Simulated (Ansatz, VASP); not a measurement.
## GaN: VASP beside Ansatz

Wanted: the spread between two codes on one cell, functional and k mesh. The cell is taken from a series of runs on this material, whose earlier steps may have relaxed, scaled, displaced or heated it; both programs get it as it stands.

Calculated with Ansatz 0.2.0; plane waves, with VASP 6.6.1 beside it; single point at r2SCAN and single point at PBE with D3(BJ).

**1. The starting structure**

Symmetry: P6_3mc, No. 186, hexagonal system. Conventional cell: a = 3.173 Å, b = 3.173 Å, c = 5.167 Å, α = 90.00°, β = 90.00°, γ = 120.00°. Nearest to Ga lie 4 N at 1.94 to 1.95 Å. Nearest to N lie 4 Ga at 1.94 to 1.95 Å. Farther neighbours and most contacts between anions are not listed.

**2. Ansatz: single point, r2SCAN**

Ansatz runs on its default PAW (the set named soft_2) files.

With cell and atoms fixed, the geometry can't cause a difference; cores, projectors, grids and the points listed under the comparison can.

File input.yaml:

```yaml
crystal:
  lattice:
    - [3.17340717, 0.0, 0.0]
    - [-1.58670359, 2.74825123, 0.0]
    - [0.0, 0.0, 5.1668253]
  atoms:
    - { symbol: Ga, position: [0.33333333, 0.66666667, 0.09160938] }
    - { symbol: Ga, position: [0.66666667, 0.33333333, 0.59160938] }
    - { symbol: "N", position: [0.33333333, 0.66666667, 0.46839062] }
    - { symbol: "N", position: [0.66666667, 0.33333333, 0.96839062] }
hamiltonian:
  xc: r2scan
  pseudopotentials: { kind: paw }
kpoints:
  mp_grid: { grid: [9, 9, 4] }
scf:
  occupations: { method: gaussian, width: 0.03 }
  n_extra_bands: 5
output:
  forces: true
  stress: true
  eigenvalues: true
```

Launch:

```bash
$ ansatz run input.yaml --threads 2 --pin off --max-ram 4608MiB --backend cpu --events-out ev --progress --plain --runs-dir out
```

Numbers of over 12 decimals in the logs are rounded to 6 here.

The program printed:

```text
scf.n_extra_bands = 5 over 18 filled bands (N_el = 36.0): the run solves 23 bands
Engine: ansatz 0.2.0, aarch64-unknown-linux-gnu
Pseudopotentials: kind: paw
Pseudopotential: Ga, paw, valence charge 13, recommended cutoff 500 eV (meta_gga), Ga.paw.azcp
Pseudopotential: N, paw, valence charge 5, recommended cutoff 500 eV (meta_gga), N.paw.azcp
Functional definition: r2SCAN
  parameter k0 = 0.174
  parameter k1 = 0.065
  parameter a1 = 4.9479
  exchange = r2scan_x(k0 = k0, k1 = k1, a1 = a1)
  correlation = r2scan_c
Crystal: 4 atoms, lattice volume = 45.062 Å³
Basis set: ecut = 500 eV, 1129 PW (Γ), exchange–correlation on 96×96×160 points (64 copies of the dense FFT grid, shifted against one another)
Bands: 23, of which v1, the nominal top of the filled ones, is band 18 counted from 1 (17 counted from 0)
Symmetry: 12 space group operations
Space group: P63mc (ITA 186), of the structure as read, at distance tolerance 3.6e-5 Å
k-points: 36 of 324 (time reversal used)
Non-local potential: Ga, projectors of the file, l = 0: 2, l = 1: 2, l = 2: 3, l = 3: 1
Non-local potential: N, projectors of the file, l = 0: 2, l = 1: 2, l = 2: 1
PAW form: soft (Blöchl's): semilocal exchange-correlation on the pseudo side does not see the compensation charge
PAW frozen core: Ga, regenerated for the run's functional (the file was generated under x = pbe(κ = 0.804, μ = 0.219515), c = pbe(β = 0.066725))
PAW frozen core: N, regenerated for the run's functional (the file was generated under x = pbe(κ = 0.804, μ = 0.219515), c = pbe(β = 0.066725))
PAW one-centre angular grid: Ga, 590 points (default); XC on 160 Gauss nodes
PAW one-centre angular grid: N, 302 points (default); XC on 160 Gauss nodes
Initial density: superposition of atomic densities (neutral atoms: chi_scale 0, normalization atom), corrected by the library's trained network
Initial wavefunctions: pseudopotential atomic-orbital guess
Functional: x = r2scan, c = r2scan; τ floored in thin density (d = 2e-4 eV/Å³)
SCF iter   1: F=—  HF=-8352.707123 eV  |F-HF|=—  |Δ(HF+E_count)|=         —  Δρ=1.26e-2  dr2=2.67e-2  dr2_τ=1.98e-1  ethr=1.77e-3  ⟨swp⟩=5.4  Hψ=3457  notcnv=0
preconditioner: auto → Resta (q_TF=auto, 2.628 Å⁻¹)  ε∞=4.3  [insulator: Δε(μ)=2.377 eV  Ē_g=18.372 eV  σ=0.030 eV  W_gap=1.00  n_scr=22 (ndim 8)  ℏωp=33.2 eV  f_vac=0.007  D(μ)=0.00/eV (n_scr^D=0)  ε∞_Penn≈4.3]
SCF iter   2: F=—  HF=-8352.772290 eV  |F-HF|=—  |Δ(HF+E_count)|=   6.52e-2  Δρ=5.88e-3  dr2=9.51e-3  dr2_τ=3.24e-4  ethr=7.43e-5  ⟨swp⟩=2.7  Hψ=1965  notcnv=0  defer=36
SCF iter   3: F=—  HF=-8352.771733 eV  |F-HF|=—  |Δ(HF+E_count)|=   5.57e-4  Δρ=3.71e-3  dr2=2.64e-3  dr2_τ=8.89e-5  ethr=2.64e-5  ⟨swp⟩=3.0  Hψ=1520  notcnv=0  defer=36
SCF iter   4: F=—  HF=-8352.771762 eV  |F-HF|=—  |Δ(HF+E_count)|=   2.92e-5  Δρ=4.14e-4  dr2=5.16e-5  dr2_τ=9.40e-6  ethr=7.33e-6  ⟨swp⟩=1.4  Hψ=826  notcnv=0  defer=36
SCF iter   5: F=—  HF=-8352.771775 eV  |F-HF|=—  |Δ(HF+E_count)|=   1.26e-5  Δρ=1.50e-4  dr2=4.88e-6  dr2_τ=6.33e-7  ethr=1.43e-7  ⟨swp⟩=2.0  Hψ=1440  notcnv=0  defer=36
SCF iter   6: F=—  HF=-8352.771779 eV  |F-HF|=—  |Δ(HF+E_count)|=   4.35e-6  Δρ=5.85e-5  dr2=1.59e-6  dr2_τ=7.27e-8  ethr=1.35e-8  ⟨swp⟩=3.0  Hψ=1440  notcnv=0  defer=36
SCF iter   7: F=-8352.771779 eV  HF=-8352.771779 eV  |F-HF|=4.72e-9  |Δ(HF+E_count)|=   2.51e-7  Δρ=4.25e-6  dr2=6.17e-9  dr2_τ=2.59e-9  ethr=2.78e-10  ⟨swp⟩=7.1  Hψ=3908  notcnv=0
SCF 1 converged in 7 iterations: F = -8352.771779 eV  dr2 = 6.17e-9
  greatest PAW one-centre occupation: 0.995 electrons in one spin orbital (limit 2), on the Ga atom at site 1 (counted from 0), in its partial waves of l = 2
SCF converged after 7 iterations
Free energy (F): -8352.771779 eV
Harris-Foulkes:  -8352.771779 eV  (|F-HF|=4.72e-9)
Internal energy: -8352.771779 eV  (E = F + TS)
E sigma→0 (E₀):  -8352.771779 eV
Fermi energy:    10.838025 eV
--- Per-component energies (eV) ---
  E_band       = -25.062408
  E_kinetic    = 495.179805
  E_local      = -3889.408037  (includes V_loc(G=0)·N_el)
  E_nonlocal   = 953.036513
  E_hartree    = 1796.434252
  E_xc         = -243.856377
  E_vxc        = -287.688851  (∫ρ·V_xc dr)
  E_paw        = -4274.714966  (= ΣΔE_a)
  E_vpaw       = -904.744513  (= ΣTr[D̂ρ^β])
  E_aug_tail   = -0.000038  (compensation charges beyond the density's cutoff)
  E_vtau       = 15.695445  (kinetic-family band-sum trace: ∫τ·v_τ [+ j·A + Jᵃ·Aᵃ] dr)
  E_ewald      = -3188.077663
  E_core_change = -1.365269  (= ΣΔE_core)
  E_smearing   = -0.000000  (= −TS)
  E_closure    = 0.000000  (closes the sum)
  Σ components = -8352.771779   (vs F -8352.771779, Δ=0.00e0)
--- Forces (eV/Å), atoms counted from 1 ---
  atom   1  Ga    -0.00000000    -0.00000000     0.00008430
  atom   2  Ga     0.00000000     0.00000000     0.00008430
  atom   3  N      0.00000000    -0.00000000    -0.00008801
  atom   4  N      0.00000000     0.00000000    -0.00008801
  max |Σ_I F_I| component: 7.42e-6 eV/Å
--- Stress (GPa, compression-positive) ---
        1.857819       0.000000       0.000000
        0.000000       1.857819       0.000000
        0.000000       0.000000       1.908461
  P = ⅓ Tr σ = 1.8747 GPa (18.747 kbar)
--- Band table (eV; the first three rows and the last of 36) ---
  k-point 0: bands = [... 14 lower, 8.5495, 9.5932, 9.6295, 9.6295, 12.0463, 14.5270, 19.6600, 20.2846, ... 1 higher]
  k-point 1: bands = [... 14 lower, 8.7012, 8.7012, 9.4650, 9.4650, 13.2498, 14.6292, 19.2383, 19.9708, ... 1 higher]
  k-point 2: bands = [... 14 lower, 9.0765, 9.0765, 9.0765, 9.0765, 14.4735, 14.4735, 18.8801, 18.8801, ... 1 higher]
  k-point 35: bands = [... 14 lower, 5.2817, 5.2817, 8.0872, 8.0872, 16.7241, 16.7241, 17.5377, 17.5377, ... 1 higher]
```

In the SCF lines HF is the Harris–Foulkes energy and dr2 the Hartree energy of the density residual, in eV; the loop may stop once dr2 is under the threshold and the program's other checks hold. Hψ counts applications of the Hamiltonian.

The run ends at a pressure of 1.87 GPa.

**3. VASP: single point, r2SCAN**

The same cell, functional, mesh and smearing now go to VASP, with its own data sets and cutoff.

Lines of VASP's logs that name or quote its potential files are left out, and so is its time.

File INCAR:

```
SYSTEM = GaN
PREC = Accurate
ENCUT = 680
EDIFF = 1E-06
NELM = 100
ISMEAR = 0
SIGMA = 0.03
LREAL = .FALSE.
ALGO = Normal
METAGGA = R2SCAN
LASPH = .TRUE.
NBANDS = 24
LORBIT = 11
LWAVE = .FALSE.
LCHARG = .FALSE.
KPAR = 2
ISIF = 2
```

File POSCAR:

```
GaN
1.0
    3.1734071700      0.0000000000      0.0000000000
   -1.5867035900      2.7482512300      0.0000000000
    0.0000000000      0.0000000000      5.1668253000
Ga N
2 2
Direct
    0.3333333300      0.6666666700      0.0916093800
    0.6666666700      0.3333333300      0.5916093800
    0.3333333300      0.6666666700      0.4683906200
    0.6666666700      0.3333333300      0.9683906200
```

File KPOINTS:

```
Automatic mesh
0
Gamma
9 9 4
0 0 0
```

The projector-augmented-wave data sets are Ga_d_GW and N_GW (PBE family, release 64).

Launch:

```bash
$ mpirun -np 2 vasp_std
```

The program printed:

```text
[banner, memory and clock lines left out]
running    2 mpi-ranks, on    1 nodes
 distrk:  each k-point on    1 cores,    2 groups
 distr:  one band on    1 cores,    1 groups

 POSCAR found type information on POSCAR GaN
 POSCAR found :  2 types and       4 ions
|                                                                             |
|               ----> ADVICE to this user running VASP <----                  |
|                                                                             |
|     You enforced a specific xc type in the INCAR file but a different       |
|     [... a line on the potential file left out ...]
|     I HOPE YOU KNOW WHAT YOU ARE DOING!                                     |
|                                                                             |

 LDA part: xc-table for (None), standard interpolation
 POSCAR, INCAR and KPOINTS ok, starting setup
 FFT: planning ... GRIDC
 FFT: planning ... GRID_SOFT
 FFT: planning ... GRID
 WAVECAR not read
 entering main loop
       N       E                     dE             d eps       ncg     rms          rms(c)
DAV:   1     0.428671494187E+03    0.42867E+03   -0.23677E+04  1752   0.350E+03
DAV:   2     0.244915970107E+02   -0.40418E+03   -0.39088E+03  1816   0.689E+02
DAV:   3    -0.504029009001E+02   -0.74894E+02   -0.73449E+02  2208   0.326E+02
DAV:   4    -0.545023294723E+02   -0.40994E+01   -0.40921E+01  2360   0.978E+01
DAV:   5    -0.546472743920E+02   -0.14494E+00   -0.14491E+00  2560   0.178E+01    0.149E+01
DAV:   6    -0.436354219554E+02    0.11012E+02   -0.94948E+00  3232   0.818E+01    0.642E+00
DAV:   7    -0.437959620437E+02   -0.16054E+00   -0.21550E+00  2728   0.238E+01    0.497E+00
DAV:   8    -0.438204645599E+02   -0.24503E-01   -0.88340E-02  2728   0.706E+00    0.114E+00
DAV:   9    -0.438196230049E+02    0.84155E-03   -0.15284E-02  2944   0.326E+00    0.907E-02
DAV:  10    -0.438201138540E+02   -0.49085E-03   -0.38973E-03  2920   0.180E+00    0.125E-01
DAV:  11    -0.438200456462E+02    0.68208E-04   -0.44068E-04  2752   0.510E-01    0.758E-02
DAV:  12    -0.438199889544E+02    0.56692E-04   -0.28986E-04  2512   0.659E-01    0.127E-02
DAV:  13    -0.438199919998E+02   -0.30454E-05   -0.60117E-05  2816   0.850E-02    0.135E-02
DAV:  14    -0.438199918994E+02    0.10034E-06   -0.50768E-06  2048   0.686E-02
   1 F= -.43819992E+02 E0= -.43819992E+02  d E =-.581795E-24
```

From OUTCAR (step 3):

```text
ion  position               nearest neighbor table
   1  0.333  0.667  0.092-   4 1.94   4 1.94   4 1.94   3 1.95
   2  0.667  0.333  0.592-   3 1.94   3 1.94   3 1.94   4 1.95
   3  0.333  0.667  0.468-   2 1.94   2 1.94   2 1.94   1 1.95
   4  0.667  0.333  0.968-   1 1.94   1 1.94   1 1.94   2 1.95

  LATTYP: Found a hexagonal cell.
 ALAT       =     3.1734071700
 C/A-ratio  =     1.6281633661

 Subroutine GETGRP returns: Found 12 space group operations
 (whereof  6 operations were pure point group operations)

The static configuration has the point symmetry C_3v.
 The point group associated with its full space group is C_6v.

 Found     36 irreducible k-points:

   k-points           NKPTS =     36   k-points in BZ     NKDIM =     36   number of bands    NBANDS=     24

   dimension x,y,z NGX =    28 NGY =   28 NGZ =   48
   dimension x,y,z NGXF=    56 NGYF=   56 NGZF=   96

   ENCUT  =  680.0 eV  49.98 Ry    7.07 a.u.   6.75  6.75 10.99*2*pi/ulx,y,z

   NELECT =      36.0000    total number of electrons

 k-points in reciprocal lattice and weights: Automatic mesh
   0.00000000  0.00000000  0.00000000       0.003
   0.11111111  0.00000000  0.00000000       0.019
   0.22222222  0.00000000  0.00000000       0.019
   0.33333333  0.00000000  0.00000000       0.019
   0.44444444  0.00000000  0.00000000       0.019
   0.11111111  0.11111111  0.00000000       0.019
   0.22222222  0.11111111  0.00000000       0.037
   0.33333333  0.11111111  0.00000000       0.037
   0.44444444  0.11111111  0.00000000       0.019
[...]
0.33333333  0.22222222  0.50000000       0.037
   0.33333333  0.33333333  0.50000000       0.006

 average (electrostatic) potential at core
       1 -68.3332       2 -68.3332       3 -64.1608       4 -64.1608

 E-fermi :   5.2223

 k-point     1 :       0.0000    0.0000    0.0000
  band No.  band energies     occupation
    ...
     14       3.9355      2.00000
     15       3.9355      2.00000
     16       4.9803      2.00000
     17       5.0174      2.00000
     18       5.0174      2.00000
     19       7.4230      0.00000
     20       9.8901      0.00000
     21      15.0362      0.00000
     22      15.6570      0.00000
     23      15.6570      0.00000
    ...

 k-point     2 :       0.1111    0.0000    0.0000
  band No.  band energies     occupation
    ...
     14       3.0611      2.00000
     15       3.6743      2.00000
     16       4.0524      2.00000
     17       4.8524      2.00000
     18       4.9025      2.00000
     19       8.3002      0.00000
     20      10.6207      0.00000
     21      14.5342      0.00000
     22      14.9838      0.00000
     23      15.9882      0.00000
    ...

 k-point     3 :       0.2222    0.0000    0.0000
  band No.  band energies     occupation
    ...
     14       1.3264      2.00000
     15       2.4783      2.00000
     16       3.0957      2.00000
     17       4.4379      2.00000
     18       4.5905      2.00000
     19       9.5788      0.00000
     20      11.5647      0.00000
     21      13.2740      0.00000
     22      14.3730      0.00000
     23      16.0274      0.00000
    ...

  Total        0.9130977      0.9130977      0.9328159     -0.0000000     -0.0000000      0.0000000
  in kB       32.4654812     32.4654813     33.1665682     -0.0000001     -0.0000000      0.0000000
  external PRESSURE =      32.6991769 kB  Pullay stress =       0.0000000 kB

  energy-cutoff  :      680.00
  volume of cell :       45.06
      direct lattice vectors                 reciprocal lattice vectors
     3.173407170  0.000000000  0.000000000     0.315118718  0.181933877  0.000000000
    -1.586703590  2.748251230  0.000000000     0.000000000  0.363867753  0.000000000
     0.000000000  0.000000000  5.166825300     0.000000000  0.000000000  0.193542445

 POSITION                                       TOTAL-FORCE (eV/Angst)
 -----------------------------------------------------------------------------------
     -0.00000      1.83217      0.47333        -0.000000     -0.000000      0.001132
      1.58670      0.91608      3.05674         0.000000      0.000000      0.001132
     -0.00000      1.83217      2.42009        -0.000000     -0.000000     -0.001132
      1.58670      0.91608      5.00351        -0.000000      0.000000     -0.001132
 -----------------------------------------------------------------------------------
    total drift:                               -0.000022     -0.000010     -0.012276

  FREE ENERGIE OF THE ION-ELECTRON SYSTEM (eV)
  ---------------------------------------------------
  free  energy   TOTEN  =       -43.8199918994 eV

  energy  without entropy=      -43.8199918994  energy(sigma->0) =      -43.81999190

 total charge
# of ion       s       p       d       tot
------------------------------------------
    1        0.755   0.899  10.173  11.827
    2        0.755   0.899  10.173  11.827
    3        1.200   2.472   0.000   3.672
    4        1.200   2.472   0.000   3.672
--------------------------------------------------
tot          3.911   6.742  20.346  30.999

[... 3 further parts left out ...]
```

The run ends at a pressure of 3.27 GPa, with forces up to 0.0011 eV/Å.

**4. Side by side**

Known differences besides the potentials themselves: VASP keeps PBE cores, Ansatz makes them for the functional; the cutoff is 500 eV in Ansatz and 680 eV in VASP. Total energies have different zeros and are not compared.

Compared:

```csv
quantity,Ansatz,VASP,difference
pressure (GPa),1.87,3.27,-1.40
pressure without Ansatz's Pulay correction (GPa),1.77,3.27,-1.50
gap on the k mesh (eV),2.417,2.406,+0.011
```

A gap on the mesh is an upper bound, since the band edges may lie between its points. Ansatz's pressure holds a Pulay correction of 0.10 GPa; VASP's holds none.

**5. What the set-up changes**

Further runs change the set-up of one program: Ansatz's method, potentials or start, or VASP's data sets, cutoff or form of LDA. The table gives Ansatz less VASP for each quantity, since a change that brings one quantity closer may part another.

```csv
run,r.m.s. force difference (meV/Å),pressure (GPa),gap on the k mesh (eV),pressure without Ansatz's Pulay correction (GPa)
as above,0.6,-1.4,0.011,-1.5
VASP with the data sets Ga_h and N_h and a cutoff of 1210 eV,2.4,-0.71,0.011,-0.81
```

[end of part 1 of 2]

[Lines on the potential files, build, host, timing and source positions are cut from VASP's logs without a mark.]

[Logs are printed without paths, hosts, clocks, repeated set-up lines and the standing remarks that a program may print on its own settings, such as how far it seeks lower states.]

[Hosts, paths, dates, database ids (printed as entryN), source tags and the programs' standing remarks are cut or masked in the printed files.]
